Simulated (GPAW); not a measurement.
# CoO (Fm-3m) in GPAW: further runs

Runs on CoO. Level: LDA+U. Tasks: single point, eps q.

All numbers are computed with GPAW 26.7.0; they aren't measurements. Logs are shortened: lines on timing, memory, paths and dates and some standing lists are left out, and cuts for length are marked. The log counts tension as positive stress, the text compression.

## 1. The structure

It takes space group Fm-3m (No. 225, cubic). Conventional cell: a = 4.263 Å, b = 4.263 Å, c = 4.263 Å, α = 90.00°, β = 90.00°, γ = 90.00°. Co (site symmetry m-3m) is surrounded by 6 O at 2.13 Å. O (site symmetry m-3m) has 6 Co at 2.13 Å as nearest neighbours.

## 2. Single point, LDA+U, collinear spin, ferromagnetic start

run.py reads:

```python
import spglib
from ase import Atoms
from ase.dft.bandgap import bandgap
from ase.io import read, write
from ase.units import GPa
from gpaw import GPAW, PW

atoms = read('CoO.cif')
cell, positions, numbers = spglib.find_primitive(
    (atoms.cell[:], atoms.get_scaled_positions(), atoms.numbers), symprec=1e-4)
atoms = Atoms(numbers, cell=cell, scaled_positions=positions, pbc=True)
atoms.set_initial_magnetic_moments([3.0, 0.0])

calc = GPAW(mode=PW(600),
            xc='LDA',
            kpts={'size': (9, 9, 9), 'gamma': True},
            occupations={'name': 'fermi-dirac', 'width': 0.05},
            setups={'Co': ':d,8.0'},
            nbands=17,
            maxiter=120,
            txt='gpaw.txt')
atoms.calc = calc
energy = atoms.get_potential_energy()
forces = atoms.get_forces()
stress = atoms.get_stress()
calc.write('gs.gpw')
write('result.traj', atoms)
print(f'Energy: {energy:.6f} eV')
print('Forces (eV/A):')
print(forces.round(4))
print('Stress (GPa):', (stress / GPa).round(3))
print('Moments:', calc.get_magnetic_moments().round(3))
print('Fermi level:', round(calc.get_fermi_level(), 4), 'eV')
print(f'Gap: {bandgap(calc)[0]:.4f} eV, direct: {bandgap(calc, direct=True)[0]:.4f} eV')
```

CoO.cif reads:

```cif
data_CoO
_cell_length_a 4.26300000
_cell_length_b 4.26300000
_cell_length_c 4.26300000
_cell_angle_alpha 90.00000000
_cell_angle_beta 90.00000000
_cell_angle_gamma 90.00000000
_space_group_name_H-M_alt 'Fm-3m'
_space_group_name_Hall '-F 4 2 3'
_space_group_IT_number 225
loop_
_space_group_symop_operation_xyz
'x,y,z'
'-x,-y,-z'
'-y,x,z'
'y,-x,-z'
'-x,-y,z'
'x,y,-z'
'y,-x,z'
'-y,x,-z'
'x,-y,-z'
'-x,y,z'
'-y,-x,-z'
'y,x,z'
'-x,y,-z'
'x,-y,z'
'y,x,-z'
'-y,-x,z'
'z,x,y'
'-z,-x,-y'
'z,-y,x'
'-z,y,-x'
'z,-x,-y'
'-z,x,y'
'z,y,-x'
'-z,-y,x'
'-z,x,-y'
'z,-x,y'
'-z,-y,-x'
'z,y,x'
'-z,-x,y'
'z,x,-y'
'-z,y,x'
'z,-y,-x'
'y,z,x'
'-y,-z,-x'
'x,z,-y'
'-x,-z,y'
'-y,z,-x'
'y,-z,x'
'-x,z,y'
'x,-z,-y'
'-y,-z,x'
'y,z,-x'
'-x,-z,-y'
'x,z,y'
'y,-z,-x'
'-y,z,x'
'x,-z,y'
'-x,z,-y'
'x,y+1/2,z+1/2'
'-x,-y+1/2,-z+1/2'
'-y,x+1/2,z+1/2'
'y,-x+1/2,-z+1/2'
[... 63 lines left out ...]
'-z+1/2,y,-x+1/2'
'z+1/2,-x,-y+1/2'
'-z+1/2,x,y+1/2'
'z+1/2,y,-x+1/2'
'-z+1/2,-y,x+1/2'
'-z+1/2,x,-y+1/2'
'z+1/2,-x,y+1/2'
'-z+1/2,-y,-x+1/2'
'z+1/2,y,x+1/2'
'-z+1/2,-x,y+1/2'
'z+1/2,x,-y+1/2'
'-z+1/2,y,x+1/2'
'z+1/2,-y,-x+1/2'
'y+1/2,z,x+1/2'
'-y+1/2,-z,-x+1/2'
'x+1/2,z,-y+1/2'
'-x+1/2,-z,y+1/2'
'-y+1/2,z,-x+1/2'
'y+1/2,-z,x+1/2'
'-x+1/2,z,y+1/2'
'x+1/2,-z,-y+1/2'
'-y+1/2,-z,x+1/2'
'y+1/2,z,-x+1/2'
'-x+1/2,-z,-y+1/2'
'x+1/2,z,y+1/2'
'y+1/2,-z,-x+1/2'
'-y+1/2,z,x+1/2'
'x+1/2,-z,y+1/2'
'-x+1/2,z,-y+1/2'
'x+1/2,y+1/2,z'
'-x+1/2,-y+1/2,-z'
'-y+1/2,x+1/2,z'
'y+1/2,-x+1/2,-z'
'-x+1/2,-y+1/2,z'
'x+1/2,y+1/2,-z'
'y+1/2,-x+1/2,z'
'-y+1/2,x+1/2,-z'
'x+1/2,-y+1/2,-z'
'-x+1/2,y+1/2,z'
'-y+1/2,-x+1/2,-z'
'y+1/2,x+1/2,z'
'-x+1/2,y+1/2,-z'
'x+1/2,-y+1/2,z'
'y+1/2,x+1/2,-z'
'-y+1/2,-x+1/2,z'
'z+1/2,x+1/2,y'
'-z+1/2,-x+1/2,-y'
'z+1/2,-y+1/2,x'
'-z+1/2,y+1/2,-x'
'z+1/2,-x+1/2,-y'
'-z+1/2,x+1/2,y'
'z+1/2,y+1/2,-x'
'-z+1/2,-y+1/2,x'
'-z+1/2,x+1/2,-y'
'z+1/2,-x+1/2,y'
'-z+1/2,-y+1/2,-x'
'z+1/2,y+1/2,x'
'-z+1/2,-x+1/2,y'
'z+1/2,x+1/2,-y'
'-z+1/2,y+1/2,x'
'z+1/2,-y+1/2,-x'
'y+1/2,z+1/2,x'
'-y+1/2,-z+1/2,-x'
'x+1/2,z+1/2,-y'
'-x+1/2,-z+1/2,y'
'-y+1/2,z+1/2,-x'
'y+1/2,-z+1/2,x'
'-x+1/2,z+1/2,y'
'x+1/2,-z+1/2,-y'
'-y+1/2,-z+1/2,x'
'y+1/2,z+1/2,-x'
'-x+1/2,-z+1/2,-y'
'x+1/2,z+1/2,y'
'y+1/2,-z+1/2,-x'
'-y+1/2,z+1/2,x'
'x+1/2,-z+1/2,y'
'-x+1/2,z+1/2,-y'
loop_
_atom_site_label
_atom_site_type_symbol
_atom_site_symmetry_multiplicity
_atom_site_Wyckoff_symbol
_atom_site_fract_x
_atom_site_fract_y
_atom_site_fract_z
_atom_site_occupancy
Co1 Co 4 a 0.0000000000 0.0000000000 0.0000000000 1
O1 O 4 b 0.5000000000 0.0000000000 0.0000000000 1
```

Potentials or basis: the program's PAW data sets (release 1.2.1) made for this functional, pw.

Launch:

```sh
$ OMP_NUM_THREADS=1 python run.py
```

gpaw.txt:

```text
__  _  _
 | _ |_)|_||  |
 |__||  | ||/\| - 26.7.0

Input parameters:
  mode=PW(ecut=600.0),
  kpts=MonkhorstPack(size=(9, 9, 9), gamma=True),
  maxiter=120,
  nbands=17,
  occupations=Occupations(name='fermi-dirac', width=0.05),
  setups={'Co': ':d,8.0'},
  xc=XC(name='LDA')

Diagonalizing LCAO Hamiltonian
Converting LCAO to pw mode

              O

       Co

Atoms  # Å, Bohr magnetons
|   | symbol |        x |        y |        z |    initial magnetic moments |
|---|--------|----------|----------|----------|-----------------------------|
| 0 |     Co | 0.000000 | 0.000000 | 0.000000 | ( 0.0000,  0.0000,  3.0000) |
| 1 |      O | 2.131500 | 2.131500 | 2.131500 | ( 0.0000,  0.0000,  0.0000) |

Unit cell  # Å
| periodic |        x |        y |        z |  lengths |    angles |
|----------|----------|----------|----------|----------|-----------|
|      yes | 0.000000 | 2.131500 | 2.131500 | 3.014396 | 60.000000 |
|      yes | 2.131500 | 0.000000 | 2.131500 | 3.014396 | 60.000000 |
|      yes | 2.131500 | 2.131500 | 0.000000 | 3.014396 | 60.000000 |

Number of symmetries: 48
Symmetry operations  # r_c * U_cc + t_c -> r_c
|    | kind |            matrix            |
|----|------|------------------------------|
|  0 |  σ   |  1, 0, 0,  1, 0,-1,  1,-1, 0 |
|  1 |  C2  |  1, 0, 0,  1,-1, 0,  1, 0,-1 |
|  2 |  E   |  1, 0, 0,  0, 1, 0,  0, 0, 1 |
|  3 |  σ   |  1, 0, 0,  0, 0, 1,  0, 1, 0 |
|  4 |  C4  |  1, 0,-1,  1, 0, 0,  1,-1, 0 |
|  5 |  S6  |  1, 0,-1,  1,-1, 0,  1, 0, 0 |
|  6 |  σ   |  1, 0,-1,  0, 1,-1,  0, 0,-1 |
|  7 |  C3  |  1, 0,-1,  0, 0,-1,  0, 1,-1 |
|  8 |  S6  |  1,-1, 0,  1, 0, 0,  1, 0,-1 |
|  9 |  C4  |  1,-1, 0,  1, 0,-1,  1, 0, 0 |
| 10 |  C3  |  1,-1, 0,  0,-1, 1,  0,-1, 0 |
| 11 |  σ   |  1,-1, 0,  0,-1, 0,  0,-1, 1 |
| 12 |  σ   |  0, 1, 0,  1, 0, 0,  0, 0, 1 |
| 13 |  C4  |  0, 1, 0,  0, 1,-1, -1, 1, 0 |
| 14 |  C3  |  0, 1, 0,  0, 0, 1,  1, 0, 0 |
| 15 |  S6  |  0, 1, 0, -1, 1, 0,  0, 1,-1 |
| 16 |  C2  |  0, 1,-1,  1, 0,-1,  0, 0,-1 |
| 17 |  σ   |  0, 1,-1,  0, 1, 0, -1, 1, 0 |
| 18 |  S4  |  0, 1,-1,  0, 0,-1,  1, 0,-1 |
| 19 |  C4  |  0, 1,-1, -1, 1, 0,  0, 1, 0 |
| 20 |  C3  |  0, 0, 1,  1, 0, 0,  0, 1, 0 |
| 21 |  σ   |  0, 0, 1,  0, 1, 0,  1, 0, 0 |
| 22 |  S6  |  0, 0, 1,  0,-1, 1, -1, 0, 1 |
| 23 |  C4  |  0, 0, 1, -1, 0, 1,  0,-1, 1 |
| 24 |  S4  |  0, 0,-1,  1, 0,-1,  0, 1,-1 |
| 25 |  C3  |  0, 0,-1,  0, 1,-1,  1, 0,-1 |
| 26 |  C2  |  0, 0,-1,  0,-1, 0, -1, 0, 0 |
| 27 |  S6  |  0, 0,-1, -1, 0, 0,  0,-1, 0 |
| 28 |  S4  |  0,-1, 1,  1,-1, 0,  0,-1, 0 |
| 29 |  C4  |  0,-1, 1,  0, 0, 1, -1, 0, 1 |
| 30 |  C2  |  0,-1, 1,  0,-1, 0,  1,-1, 0 |
| 31 |  σ   |  0,-1, 1, -1, 0, 1,  0, 0, 1 |
| 32 |  C3  |  0,-1, 0,  1,-1, 0,  0,-1, 1 |
| 33 |  S6  |  0,-1, 0,  0, 0,-1, -1, 0, 0 |
| 34 |  S4  |  0,-1, 0,  0,-1, 1,  1,-1, 0 |
| 35 |  C2  |  0,-1, 0, -1, 0, 0,  0, 0,-1 |
| 36 |  C2  | -1, 1, 0,  0, 1, 0,  0, 1,-1 |
| 37 |  S6  | -1, 1, 0,  0, 1,-1,  0, 1, 0 |
| 38 |  S4  | -1, 1, 0, -1, 0, 1, -1, 0, 0 |
| 39 |  C3  | -1, 1, 0, -1, 0, 0, -1, 0, 1 |
| 40 |  S6  | -1, 0, 1,  0, 0, 1,  0,-1, 1 |
| 41 |  C2  | -1, 0, 1,  0,-1, 1,  0, 0, 1 |
| 42 |  C3  | -1, 0, 1, -1, 1, 0, -1, 0, 0 |
| 43 |  S4  | -1, 0, 1, -1, 0, 0, -1, 1, 0 |
| 44 |  C2  | -1, 0, 0,  0, 0,-1,  0,-1, 0 |
| 45 |  i   | -1, 0, 0,  0,-1, 0,  0, 0,-1 |
| 46 |  σ   | -1, 0, 0, -1, 1, 0, -1, 0, 1 |
| 47 |  C2  | -1, 0, 0, -1, 0, 1, -1, 1, 0 |

BZ-sampling:
  Number of BZ points: 729
  Number of IBZ points: 35

  Monkhorst-Pack size: [9, 9, 9]
  Monkhorst-Pack shift: [0, 0, 0]

K-points  # in reciprocal-cell coordinates
|     |                                coordinates |     weight |
|-----|--------------------------------------------|------------|
|   0 | (  0.00000000,   0.00000000,   0.00000000) | 0.00137174 |
|   1 | (  0.11111111,   0.11111111,   0.00000000) | 0.00823045 |
|   2 | (  0.11111111,   0.11111111,   0.11111111) | 0.01097394 |
|   3 | (  0.22222222,   0.11111111,   0.11111111) | 0.01646091 |
|   4 | (  0.22222222,   0.22222222,   0.00000000) | 0.00823045 |
|   5 | (  0.22222222,   0.22222222,   0.11111111) | 0.03292181 |
|   6 | (  0.22222222,   0.22222222,   0.22222222) | 0.01097394 |
|   7 | (  0.33333333,   0.22222222,   0.11111111) | 0.03292181 |
|   8 | (  0.33333333,   0.22222222,   0.22222222) | 0.03292181 |
|   9 | (  0.33333333,   0.33333333,  -0.33333333) | 0.01646091 |
| ... |                                            |            |
|  34 | (  0.44444444,   0.44444444,   0.44444444) | 0.01097394 |

Plane wave coefficients: 656
Cutoff: 600.0 eV

Spin-components: 2 (collinear spins)
Bands:           17
Projectors:      11
Spin-degeneracy: 1
Datatype:        complex128

Parallelization:
  kpt:    1
  domain: 1
  band:   1

Density:
  Valence electrons: 15.0
  Components: 2
  Grid points: [18 18 18]
  Charge: 0.0  # |e|

Potential:
  Grid points: [18 18 18]

species:
  Co:
    name:    Cobalt
    Z:       27.0
    valence: 9
    core:    18
    charge:  0.0  # [|e|]
    Hubbard: {U: 8.0,  # eV
              l: 2,
              scale: True}
    compensation charges:
      type: gauss
      rc: 0.32  # [Å]
      lmax: 2
    cutoffs:
      filter: 1.87  # [Å]
      core: 2.55  # [Å]
    projectors
    | kind |    occ | energy [eV] | rcut [Å] |
    |------|--------|-------------|----------|
    |   4s |  2.000 |      -5.672 |    1.005 |
    |   4p |  0.000 |      -1.387 |    1.058 |
    |   3d |  7.000 |      -8.461 |    1.005 |
    |    s |        |      21.539 |    1.005 |
    |    p |        |      25.825 |    1.058 |
    |    d |        |      18.750 |    1.005 |

    Using partial waves for Co as LCAO basis

  O:
    name:    Oxygen
    Z:       8.0
    valence: 6
    core:    2
    charge:  0.0  # [|e|]
    compensation charges:
      type: gauss
      rc: 0.21  # [Å]
      lmax: 2
    cutoffs:
      filter: 1.17  # [Å]
      core: 0.83  # [Å]
    projectors
    | kind |    occ | energy [eV] | rcut [Å] |
    |------|--------|-------------|----------|
    |   2s |  2.000 |     -23.752 |    0.688 |
    |   2p |  4.000 |      -9.195 |    0.598 |
    |    s |        |       3.459 |    0.688 |
    |    p |        |      18.016 |    0.598 |
    |    d |        |       0.000 |    0.619 |

    Using partial waves for O as LCAO basis

Reference energy: -39866.174772  # eV

eigensolver:
  PPCG
  Converge bands: occupied
  niter=2

density mixing:
  MSR1-Mixer
  Pratt-step length: 0.05
  Maximum mixing coefficient: 0.75
  Old densities: 10
  SVD Regularization: 0.005
  Good broyden scale: 1.0
  Trust region scale: 1.0
  Backstep threshold: 4.0
  History deletion threshold: 6.0
  Fourier metric: weight=20.0, sigma=0.015

occupation numbers:
  Fermi-Dirac:
    width: 0.0500  # eV

poisson solver:
  ecut: 4800.0  # eV

xc functional:
  name: None

convergence criteria:
- Maximum [total energy] change in last 3 cyles: 0.0005 eV / valence electron
- Maximum integral of absolute [dens]ity change: 0.0001 electrons / valence electron
- Maximum integral of absolute [eigenst]ate change: 4e-08 eV^2 / valence electron
maximum number of iterations: 120

SCF iterations
|iter     | |      energy | eigst |  dens |  magmom |
|---------|-|-------------|-------|-------|---------|
|iter:   1| |  -12.255681 | +0.18 |       |  +3.0020|
|iter:   2| |  -12.123666 | -1.97 | -0.84 |  +3.0021|
|iter:   3| |  -12.738170 | -1.68 | -0.88 |  +3.0023|
|iter:   4| |  -13.009637 | -2.95 | -1.34 |  +3.0010|
|iter:   5| |  -13.082855 | -3.44 | -1.73 |  +3.0001|
|iter:   6| |  -13.085022 | -4.30 | -2.34 |  +3.0000|
|iter:   7| |  -13.084971c| -4.96 | -2.68 |  +3.0000|
|iter:   8| |  -13.085137c| -5.03 | -2.80 |  +3.0000|
|iter:   9| |  -13.085145c| -7.37 | -3.77 |  +3.0000|
|iter:  10| |  -13.085148c| -8.15c| -4.23c|  +3.0000|

Converged in 10 steps
Energy contributions relative to reference atoms: (reference = -39866.174772)

Energy contributions:
  Kinetic:          38.016133
  Coulomb:         -32.446898
  Zero:             -0.036137
  External:          0.000000
  Xc:              -18.598992
  Entropy:          -0.038508
  Spinorbit:         0.000000
  ----------------------------
  Free energy:     -13.104402
  Extrapolated:    -13.085148

dipole moment: (-11.353592, -11.353592, -11.353592)  # |e|*Ang

Total magnetic moment: (0.000000, 0.000000, 3.000000)

Local magnetic moments
|        x |        y |        z |
|----------|----------|----------|
| 0.000000 | 0.000000 | 2.765032 |  # Co   0
| 0.000000 | 0.000000 | 0.154236 |  # O    1

Fermi level: 7.609
Eigenvalues  # (at kpt = [0.000, 0.000, 0.000])
| band index |      eig [eV] | occ [0-1] |      eig [eV] | occ [0-1] |
|------------|---------------|-----------|---------------|-----------|
|          0 |       -11.386 |     1.000 |       -11.035 |     1.000 |
|          1 |         0.844 |     1.000 |         5.875 |     1.000 |
|          2 |         0.844 |     1.000 |         5.875 |     1.000 |
|          3 |         1.409 |     1.000 |         5.875 |     1.000 |
|          4 |         1.409 |     1.000 |         6.414 |     1.000 |
|          5 |         1.409 |     1.000 |         6.414 |     1.000 |
[... 9 lines left out ...]
|         15 |        29.396 |     0.000 |        30.297 |     0.000 |
|         16 |        29.396 |     0.000 |        30.297 |     0.000 |

No gap
No difference between direct/indirect transitions

Forces  # eV/Ang
|        x |       y |       z |
|----------|---------|---------|
| -0.00000 | 0.00000 | 0.00000 |  # Co   0
|  0.00000 | 0.00000 | 0.00000 |  # O    1

Stress tensor  # eV/Ang^3
|         x |         y |         z |
|-----------|-----------|-----------|
|  0.111405 |  0.000000 | -0.000000 |
|  0.000000 |  0.111405 | -0.000000 |
| -0.000000 | -0.000000 |  0.111405 |

# Writing to gs.gpw (mode='')
```

It took 18 s on 1 thread of AMD EPYC 7B13 (Zen 3), shared host; peak memory 0.15 GiB.

What came out:

```yaml
Free_energy: -13.1044 eV
Pressure: -17.8 GPa
Band_gap_on_the_k_mesh: none (metal or under the smearing width)
Net_moment: 3.00 μB per cell
Site_moments: Co +2.77; O +0.15 μB
```

Caveat: the cutoff is short for stress and forces, so pressures can be off by a GPa or more; a cell with one magnetic atom can't hold antiferromagnetic order, which such compounds often take.

(Continued in part 2 of 2.)
